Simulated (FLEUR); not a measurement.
# CdTe (F-43m) in FLEUR: settings compared

The runs below take CdTe through band structure, equation of state, with r2SCAN, PBEsol.

Program: FLEUR MaX-R8.1 (later development tree). These are calculated values, not measurements. Logs are shortened: lines on timing, memory, paths and dates and some standing lists are left out, and cuts for length are marked.

**The experiment to reproduce.**

A printed reference work, data compilation reports, for a bulk crystal of CdTe at 0 K: band gap 1.607 eV.

From “Multiscale insight into the Cd1-xZnxTe vibrational-mechanical properties -- High-pressure experiments and ab initio calculations”, 2023, arxiv:2306.14539, for a powder of CdTe: bulk modulus 42 ± 2 GPa.

The results are compared with them further down.

### Step 1. The structure

Symmetry: F-43m, No. 216, cubic system. Conventional cell: a = 6.410 Å, b = 6.410 Å, c = 6.410 Å, α = 90.00°, β = 90.00°, γ = 90.00°. Te (site symmetry -43m) has 4 Cd at 2.78 Å as nearest neighbours. Around Cd (site symmetry -43m) lie 4 Te at 2.78 Å.

### Step 2. Band structure, r2SCAN

File inp.xml:

```xml
<?xml version="1.0" encoding="UTF-8" standalone="no"?>
<fleurInput fleurInputVersion="0.39">
   <comment>
      CdTe                                                                                                
   </comment>
   <calculationSetup>
      <cutoffs Kmax="4.26" Gmax="13.2" GmaxXC="13.2" numbands="0"/>
      <scfLoop itmax="80" minDistance="0.0001" maxIterBroyd="30" imix="Anderson" alpha="0.05" precondParam="0.0" spinf="2.0" sdNocoIR="T"/>
      <coreElectrons ctail="F" frcor="F" kcrel="0" coretail_lmax="0"/>
      <xcFunctional name="LibXC" relativisticCorrections="F">
         <LibXCName exchange="mgga_x_r2scan" correlation="mgga_c_r2scan"/>
         <AuxGGA exchange="117" correlation="130"/>
      </xcFunctional>
      <magnetism jspins="1"/>
      <soc l_soc="F" theta="0.0" phi="0.0" spav="F"/>
      <expertModes spex="0" secvar="F"/>
      <geometryOptimization l_f="F" forcealpha="1.0" forcemix="BFGS" epsdisp="0.00001" epsforce="0.00001"/>
      <ldaU l_linMix="F" mixParam="0.05" spinf="1.0"/>
   </calculationSetup>
   <cell>
      <bzIntegration valenceElectrons="42.0" mode="hist" fermiSmearingEnergy="0.00183747">
         <kPointListSelection listName="default-1"/>
         <!-- k-points included here -->
         <xi:include xmlns:xi="http://www.w3.org/2001/XInclude" href="kpts.xml"> </xi:include>
      </bzIntegration>
[... 34 lines left out ...]
         </electronConfig>
         <energyParameters s="5" p="5" d="4" f="4"/>
         <lo type="SCLO" l="0" n="4" eDeriv="0"/>
         <lo type="SCLO" l="1" n="4" eDeriv="0"/>
         <lo type="SCLO" l="1" n="4" eDeriv="1"/>
         <lo type="SCLO" l="2" n="4" eDeriv="2"/>
         <lo type="SCLO" l="3" n="4" eDeriv="2"/>
      </species>
   </atomSpecies>
   <atomGroups>
      <atomGroup species="Tellurium (Te)">
         <relPos label="                   1">-1.000/4.000 -1.000/4.000 -1.000/4.000</relPos>
         <force calculate="T" relaxXYZ="TTT"/>
      </atomGroup>
      <atomGroup species="Cadmium (Cd)">
         <relPos label="                   2">.0000000000 .0000000000 .0000000000</relPos>
         <force calculate="T" relaxXYZ="TTT"/>
      </atomGroup>
   </atomGroups>
   <output dos="F" band="F" slice="F">
      <checks vchk="F" cdinf="F"/>
      <bandDOS minEnergy="-.5*Htr" maxEnergy="0.5*Htr" sigma="0.015" storeEVData="T"/>
      <vacuumDOS vacdos="F" integ="F" star="F" nstars="0" locx1="0.0" locy1="0.0" locx2="0.0" locy2="0.0" nstm="0" tworkf="0.0"/>
      <unfoldingBand unfoldBand="F" supercellX="1" supercellY="1" supercellZ="1"/>
      <plotting iplot="0" polar="F">
         <plot TwoD="T" vec1="  1.0  0.0  0.0" vec2="  0.0  1.0  0.0" vec3="  0.0  0.0  1.0" zero="  0.0  0.0  0.0" file="plot"/>
      </plotting>
      <chargeDensitySlicing numkpt="0" minEigenval="0.0" maxEigenval="0.0" nnne="0" pallst="F"/>
      <specialOutput eonly="F"/>
      <moessbauerParams electricFieldGradient="T" isomerShift="T" coreHyperfine="T" valenceHyperfine="T"/>
      <magneticCircularDichroism mcd="F" energyLo="-10.0" energyUp="0.0"/>
   </output>
  <!-- We include the file relax.xml here to enable relaxations (see documentation) -->
  <xi:include xmlns:xi="http://www.w3.org/2001/XInclude" href="relax.xml"> <xi:fallback/> </xi:include>
</fleurInput>
```

File crystal.txt:

```
CdTe
&input cartesian=F /
0.0000000000  3.2050000000  3.2050000000
3.2050000000  0.0000000000  3.2050000000
3.2050000000  3.2050000000  0.0000000000
1.8897261246
1.0 1.0 1.0

2
52 0.7500000000  0.7500000000  0.7500000000
48 0.0000000000  0.0000000000  0.0000000000

&kpt div1=7 div2=7 div3=7 gamma=T /
```

File inp.xml (bands):

```
<?xml version="1.0" encoding="UTF-8" standalone="no"?>
<fleurInput fleurInputVersion="0.39">
   <comment>
      CdTe                                                                                                
   </comment>
   <calculationSetup>
      <cutoffs Kmax="4.26" Gmax="13.2" GmaxXC="13.2" numbands="0"/>
      <scfLoop itmax="80" minDistance="0.0001" maxIterBroyd="30" imix="Anderson" alpha="0.05" precondParam="0.0" spinf="2.0" sdNocoIR="T"/>
      <coreElectrons ctail="F" frcor="F" kcrel="0" coretail_lmax="0"/>
      <xcFunctional name="LibXC" relativisticCorrections="F">
         <LibXCName exchange="mgga_x_r2scan" correlation="mgga_c_r2scan"/>
         <AuxGGA exchange="117" correlation="130"/>
      </xcFunctional>
      <magnetism jspins="1"/>
      <soc l_soc="F" theta="0.0" phi="0.0" spav="F"/>
      <expertModes spex="0" secvar="F"/>
      <geometryOptimization l_f="F" forcealpha="1.0" forcemix="BFGS" epsdisp="0.00001" epsforce="0.00001"/>
      <ldaU l_linMix="F" mixParam="0.05" spinf="1.0"/>
   </calculationSetup>
   <cell>
      <bzIntegration valenceElectrons="42.0" mode="hist" fermiSmearingEnergy="0.00183747">
         <kPointListSelection listName="path-1"/>
         <!-- k-points included here -->
         <xi:include xmlns:xi="http://www.w3.org/2001/XInclude" href="kpts.xml"> </xi:include>
      </bzIntegration>
      <!-- symmetry operations included here -->
[... 33 lines left out ...]
         </electronConfig>
         <energyParameters s="5" p="5" d="4" f="4"/>
         <lo type="SCLO" l="0" n="4" eDeriv="0"/>
         <lo type="SCLO" l="1" n="4" eDeriv="0"/>
         <lo type="SCLO" l="1" n="4" eDeriv="1"/>
         <lo type="SCLO" l="2" n="4" eDeriv="2"/>
         <lo type="SCLO" l="3" n="4" eDeriv="2"/>
      </species>
   </atomSpecies>
   <atomGroups>
      <atomGroup species="Tellurium (Te)">
         <relPos label="                   1">-1.000/4.000 -1.000/4.000 -1.000/4.000</relPos>
         <force calculate="T" relaxXYZ="TTT"/>
      </atomGroup>
      <atomGroup species="Cadmium (Cd)">
         <relPos label="                   2">.0000000000 .0000000000 .0000000000</relPos>
         <force calculate="T" relaxXYZ="TTT"/>
      </atomGroup>
   </atomGroups>
   <output dos="F" band="T" slice="F">
      <checks vchk="F" cdinf="F"/>
      <bandDOS minEnergy="-.5*Htr" maxEnergy="0.5*Htr" sigma="0.015" storeEVData="T"/>
      <vacuumDOS vacdos="F" integ="F" star="F" nstars="0" locx1="0.0" locy1="0.0" locx2="0.0" locy2="0.0" nstm="0" tworkf="0.0"/>
      <unfoldingBand unfoldBand="F" supercellX="1" supercellY="1" supercellZ="1"/>
      <plotting iplot="0" polar="F">
         <plot TwoD="T" vec1="  1.0  0.0  0.0" vec2="  0.0  1.0  0.0" vec3="  0.0  0.0  1.0" zero="  0.0  0.0  0.0" file="plot"/>
      </plotting>
      <chargeDensitySlicing numkpt="0" minEigenval="0.0" maxEigenval="0.0" nnne="0" pallst="F"/>
      <specialOutput eonly="F"/>
      <moessbauerParams electricFieldGradient="T" isomerShift="T" coreHyperfine="T" valenceHyperfine="T"/>
      <magneticCircularDichroism mcd="F" energyLo="-10.0" energyUp="0.0"/>
   </output>
  <!-- We include the file relax.xml here to enable relaxations (see documentation) -->
  <xi:include xmlns:xi="http://www.w3.org/2001/XInclude" href="relax.xml"> <xi:fallback/> </xi:include>
</fleurInput>
```

Potentials or basis: all-electron, FLAPW.

Launch:

```
inpgen -f crystal.txt -profile fastHighL
# inp.xml edited to the form shown
fleur_MPI
fleur_MPI   # second run, on inp.xml (bands)
```

Log:

```text
Welcome to FLEUR        (www.flapw.de)
      MaX-Release 8.1          (www.max-centre.eu)
 func_ids         498         497         498         497
 MetaGGA potential functional detected - V_tau will be computed
 Auxiliary Potential for radial basis: exchange=         117  correlation=         130
The functional 'Re-regularized SCAN exchange by Furness et al' is an exchange functional, it belongs to the 'MGGA' family and is defined in the reference(s):
[1] J. W. Furness, A. D. Kaplan, J. Ning, J. P. Perdew, and J. Sun.,  J. Phys. Chem. Lett. 11, 8208-8215 (2020)
[2] J. W. Furness, A. D. Kaplan, J. Ning, J. P. Perdew, and J. Sun.,  J. Phys. Chem. Lett. 11, 9248-9248 (2020)
The functional 'Re-regularized SCAN correlation by Furness et al' is a correlation functional, it belongs to the 'MGGA' family and is defined in the reference(s):
[1] J. W. Furness, A. D. Kaplan, J. Ning, J. P. Perdew, and J. Sun.,  J. Phys. Chem. Lett. 11, 8208-8215 (2020)
[2] J. W. Furness, A. D. Kaplan, J. Ning, J. P. Perdew, and J. Sun.,  J. Phys. Chem. Lett. 11, 9248-9248 (2020)
 Using same functional for VXC and EXC

 ========== k-point set info ==========
 Selected k-point list: default-1
 k-point list type: mesh
 7 x 7 x 7
 Number of k points: 20

 ------------Calculation Setup---------------------------
 Number of MPI-tasks      :            1
 Number of PE/node        :            1
 Number of OMP-threads    :            1
 Most efficient MPI parallelization for:
           1           2           4           5          10          20
 Additional eigenvalue parallelization possible
 Number of basis functions:          676
 Approximate size of matrices (H+S) per k-point:         0.014 GB
 --------------------------------------------------------
The functional 'Hammer, Hansen, and Norskov' is an exchange functional, it belongs to the 'GGA' family and is defined in the reference(s):
[1] B. Hammer, L. B. Hansen, and J. K. Nørskov.,  Phys. Rev. B 59, 7413 (1999)
The functional 'Perdew, Burke & Ernzerhof' is a correlation functional, it belongs to the 'GGA' family and is defined in the reference(s):
[1] J. P. Perdew, K. Burke, and M. Ernzerhof.,  Phys. Rev. Lett. 77, 3865 (1996)
[2] J. P. Perdew, K. Burke, and M. Ernzerhof.,  Phys. Rev. Lett. 78, 1396 (1997)
 Using same functional for VXC and EXC
 Using auxiliary GGA potential for the first iteration of MetaGGA calculation.
 Reset of history
 Reset of history
 Iteration:     1   Distance:      22.57325391 me/bohr^3
The functional 'Hammer, Hansen, and Norskov' is an exchange functional, it belongs to the 'GGA' family and is defined in the reference(s):
[1] B. Hammer, L. B. Hansen, and J. K. Nørskov.,  Phys. Rev. B 59, 7413 (1999)
The functional 'Perdew, Burke & Ernzerhof' is a correlation functional, it belongs to the 'GGA' family and is defined in the reference(s):
[1] J. P. Perdew, K. Burke, and M. Ernzerhof.,  Phys. Rev. Lett. 77, 3865 (1996)
[2] J. P. Perdew, K. Burke, and M. Ernzerhof.,  Phys. Rev. Lett. 78, 1396 (1997)
 Using same functional for VXC and EXC
 Iteration:     2   Distance:      21.28645031 me/bohr^3
The functional 'Hammer, Hansen, and Norskov' is an exchange functional, it belongs to the 'GGA' family and is defined in the reference(s):
[1] B. Hammer, L. B. Hansen, and J. K. Nørskov.,  Phys. Rev. B 59, 7413 (1999)
The functional 'Perdew, Burke & Ernzerhof' is a correlation functional, it belongs to the 'GGA' family and is defined in the reference(s):
[1] J. P. Perdew, K. Burke, and M. Ernzerhof.,  Phys. Rev. Lett. 77, 3865 (1996)
[2] J. P. Perdew, K. Burke, and M. Ernzerhof.,  Phys. Rev. Lett. 78, 1396 (1997)
 Using same functional for VXC and EXC
 Iteration:     3   Distance:      20.19888055 me/bohr^3
The functional 'Hammer, Hansen, and Norskov' is an exchange functional, it belongs to the 'GGA' family and is defined in the reference(s):
[1] B. Hammer, L. B. Hansen, and J. K. Nørskov.,  Phys. Rev. B 59, 7413 (1999)
The functional 'Perdew, Burke & Ernzerhof' is a correlation functional, it belongs to the 'GGA' family and is defined in the reference(s):
[1] J. P. Perdew, K. Burke, and M. Ernzerhof.,  Phys. Rev. Lett. 77, 3865 (1996)
[2] J. P. Perdew, K. Burke, and M. Ernzerhof.,  Phys. Rev. Lett. 78, 1396 (1997)
 Using same functional for VXC and EXC
 Iteration:     4   Distance:       3.56701137 me/bohr^3
The functional 'Hammer, Hansen, and Norskov' is an exchange functional, it belongs to the 'GGA' family and is defined in the reference(s):
[1] B. Hammer, L. B. Hansen, and J. K. Nørskov.,  Phys. Rev. B 59, 7413 (1999)
The functional 'Perdew, Burke & Ernzerhof' is a correlation functional, it belongs to the 'GGA' family and is defined in the reference(s):
[1] J. P. Perdew, K. Burke, and M. Ernzerhof.,  Phys. Rev. Lett. 77, 3865 (1996)
[2] J. P. Perdew, K. Burke, and M. Ernzerhof.,  Phys. Rev. Lett. 78, 1396 (1997)
 Using same functional for VXC and EXC
 Iteration:     5   Distance:       1.16430143 me/bohr^3
The functional 'Hammer, Hansen, and Norskov' is an exchange functional, it belongs to the 'GGA' family and is defined in the reference(s):
[1] B. Hammer, L. B. Hansen, and J. K. Nørskov.,  Phys. Rev. B 59, 7413 (1999)
The functional 'Perdew, Burke & Ernzerhof' is a correlation functional, it belongs to the 'GGA' family and is defined in the reference(s):
[1] J. P. Perdew, K. Burke, and M. Ernzerhof.,  Phys. Rev. Lett. 77, 3865 (1996)
[2] J. P. Perdew, K. Burke, and M. Ernzerhof.,  Phys. Rev. Lett. 78, 1396 (1997)
 Using same functional for VXC and EXC
 Iteration:     6   Distance:       0.71680408 me/bohr^3
The functional 'Hammer, Hansen, and Norskov' is an exchange functional, it belongs to the 'GGA' family and is defined in the reference(s):
[1] B. Hammer, L. B. Hansen, and J. K. Nørskov.,  Phys. Rev. B 59, 7413 (1999)
The functional 'Perdew, Burke & Ernzerhof' is a correlation functional, it belongs to the 'GGA' family and is defined in the reference(s):
[1] J. P. Perdew, K. Burke, and M. Ernzerhof.,  Phys. Rev. Lett. 77, 3865 (1996)
[2] J. P. Perdew, K. Burke, and M. Ernzerhof.,  Phys. Rev. Lett. 78, 1396 (1997)
 Using same functional for VXC and EXC
[... 26 lines left out ...]
[2] J. P. Perdew, K. Burke, and M. Ernzerhof.,  Phys. Rev. Lett. 78, 1396 (1997)
 Using same functional for VXC and EXC
 Iteration:    11   Distance:       0.00773113 me/bohr^3
The functional 'Hammer, Hansen, and Norskov' is an exchange functional, it belongs to the 'GGA' family and is defined in the reference(s):
[1] B. Hammer, L. B. Hansen, and J. K. Nørskov.,  Phys. Rev. B 59, 7413 (1999)
The functional 'Perdew, Burke & Ernzerhof' is a correlation functional, it belongs to the 'GGA' family and is defined in the reference(s):
[1] J. P. Perdew, K. Burke, and M. Ernzerhof.,  Phys. Rev. Lett. 77, 3865 (1996)
[2] J. P. Perdew, K. Burke, and M. Ernzerhof.,  Phys. Rev. Lett. 78, 1396 (1997)
 Using same functional for VXC and EXC
 Iteration:    12   Distance:       0.00254126 me/bohr^3
The functional 'Hammer, Hansen, and Norskov' is an exchange functional, it belongs to the 'GGA' family and is defined in the reference(s):
[1] B. Hammer, L. B. Hansen, and J. K. Nørskov.,  Phys. Rev. B 59, 7413 (1999)
The functional 'Perdew, Burke & Ernzerhof' is a correlation functional, it belongs to the 'GGA' family and is defined in the reference(s):
[1] J. P. Perdew, K. Burke, and M. Ernzerhof.,  Phys. Rev. Lett. 77, 3865 (1996)
[2] J. P. Perdew, K. Burke, and M. Ernzerhof.,  Phys. Rev. Lett. 78, 1396 (1997)
 Using same functional for VXC and EXC
 Iteration:    13   Distance:       0.00085477 me/bohr^3
The functional 'Hammer, Hansen, and Norskov' is an exchange functional, it belongs to the 'GGA' family and is defined in the reference(s):
[1] B. Hammer, L. B. Hansen, and J. K. Nørskov.,  Phys. Rev. B 59, 7413 (1999)
The functional 'Perdew, Burke & Ernzerhof' is a correlation functional, it belongs to the 'GGA' family and is defined in the reference(s):
[1] J. P. Perdew, K. Burke, and M. Ernzerhof.,  Phys. Rev. Lett. 77, 3865 (1996)
[2] J. P. Perdew, K. Burke, and M. Ernzerhof.,  Phys. Rev. Lett. 78, 1396 (1997)
 Using same functional for VXC and EXC
 Iteration:    14   Distance:       0.00025745 me/bohr^3
The functional 'Hammer, Hansen, and Norskov' is an exchange functional, it belongs to the 'GGA' family and is defined in the reference(s):
[1] B. Hammer, L. B. Hansen, and J. K. Nørskov.,  Phys. Rev. B 59, 7413 (1999)
The functional 'Perdew, Burke & Ernzerhof' is a correlation functional, it belongs to the 'GGA' family and is defined in the reference(s):
[1] J. P. Perdew, K. Burke, and M. Ernzerhof.,  Phys. Rev. Lett. 77, 3865 (1996)
[2] J. P. Perdew, K. Burke, and M. Ernzerhof.,  Phys. Rev. Lett. 78, 1396 (1997)
 Using same functional for VXC and EXC
 Iteration:    15   Distance:       0.00005698 me/bohr^3

 ********************************************************************
 Run finished successfully
 Stop message:
   all done
 ********************************************************************
```

Wall time 3.7 min (1 thread of Intel Xeon at 2.50GHz (Skylake/Cascade Lake), shared host); peak memory 0.11 GiB.

What came out:

* Free energy: -337232.0540 eV
* Band gap on the k mesh: 1.39 eV, direct
* Band gap along the path: 1.39 eV, direct
* Valence electrons inside the program's atomic spheres: Te 19.08; Cd 18.59 (radii Te 2.3, Cd 2.56 bohr)

Levels at the corners of the path, in eV from the valence-band top:
| point | band 17 | band 18 | band 19 | band 20 | band 21 | band 22 | band 23 | band 24 | band 25 | band 26 |
| --- | --- | --- | --- | --- | --- | --- | --- | --- | --- | --- |
| Γ | -8.40 | -8.40 | 0.00 | 0.00 | 0.00 | 1.39 | 5.06 | 5.06 | 5.06 | 7.91 |
| X | -8.37 | -7.83 | -4.50 | -2.01 | -2.01 | 2.82 | 2.99 | 9.62 | 10.03 | 10.03 |
| W | -8.41 | -7.73 | -4.36 | -2.51 | -2.37 | 4.79 | 4.92 | 6.19 | 6.69 | 10.60 |
| K | -8.39 | -7.78 | -4.39 | -2.76 | -1.66 | 3.21 | 4.92 | 7.91 | 8.11 | 8.56 |
| Γ | -8.40 | -8.40 | 0.00 | 0.00 | 0.00 | 1.39 | 5.06 | 5.06 | 5.06 | 7.91 |
| L | -8.39 | -7.99 | -4.67 | -0.83 | -0.83 | 2.29 | 5.64 | 5.64 | 7.33 | 9.33 |
| U | -8.39 | -7.78 | -4.39 | -2.76 | -1.66 | 3.21 | 4.92 | 7.91 | 8.11 | 8.56 |
| W | -8.41 | -7.73 | -4.36 | -2.51 | -2.37 | 4.79 | 4.92 | 6.19 | 6.69 | 10.60 |
| L | -8.39 | -7.99 | -4.67 | -0.83 | -0.83 | 2.29 | 5.64 | 5.64 | 7.33 | 9.33 |
| K | -8.39 | -7.78 | -4.39 | -2.76 | -1.66 | 3.21 | 4.92 | 7.91 | 8.11 | 8.56 |
| U | -8.39 | -7.78 | -4.39 | -2.76 | -1.66 | 3.21 | 4.92 | 7.91 | 8.11 | 8.56 |
| X | -8.37 | -7.83 | -4.50 | -2.01 | -2.01 | 2.82 | 2.99 | 9.62 | 10.03 | 10.03 |

Core levels (eV from the Fermi level):
```
atom                                                                                                                                           levels
1 Te  1s1/2 -31603.5, 2s1/2 -4840.2, 2p1/2 -4533.9, 2p3/2 -4259.4, 3s1/2 -958.7, 3p1/2 -832.9, 3p3/2 -781.7, 4s1/2 -158.5, 3d3/2 -560.1, 3d5/2 -549.4
2 Cd                1s1/2 -26507.5, 2s1/2 -3930.9, 2p1/2 -3658.6, 2p3/2 -3466.2, 3s1/2 -729.5, 3p1/2 -620.4, 3p3/2 -586.1, 3d3/2 -393.4, 3d5/2 -386.4
```

Caveat: the meta-GGA is that of a development version, with a GGA for the radial functions and cores and without core tails; spin-orbit coupling is left out, which moves the levels of the heavy elements.

(Continued in part 2 of 2.)
